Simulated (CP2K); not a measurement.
The system is TaN.

```
Ta N
1.0
     2.93800    0.00000    0.00000
    -1.46900    2.54438    0.00000
     0.00000    0.00000    2.88300
Ta N
1 1
Direct
  0.00000 0.00000 0.50000
  0.66667 0.33333 0.00000
```

Base run:

- Program: CP2K 2026.2
- Functional: TASK
- Potentials or basis: POTENTIAL_UZH Ta GTH-SCAN-q13, N GTH-SCAN-q5; TZVP-MOLOPT-SCAN-GTH basis
- Density cutoff: 9184 eV
- k mesh: 10 × 10 × 9
- Occupations: fermi-dirac, width 0.0259 eV
- Spin: no spin polarisation

Its results: band gap on the k mesh none (metal or under the smearing width); pressure 1.1 GPa.

Task: The run is repeated on the same cell with these changes: functional from TASK to r2SCAN; occupations from fermi-dirac, width 0.0259 eV to fermi-dirac, width 0.05 eV. What comes out?

Result: Band gap on the k mesh none (metal or under the smearing width); pressure -5.4 GPa.

Caveats: the basis of atomic orbitals isn't converged, which shifts pressures, moduli and gaps; the potentials were made for another functional, which shifts forces and pressure (some runs).

Not every run made on this cell is shown here.
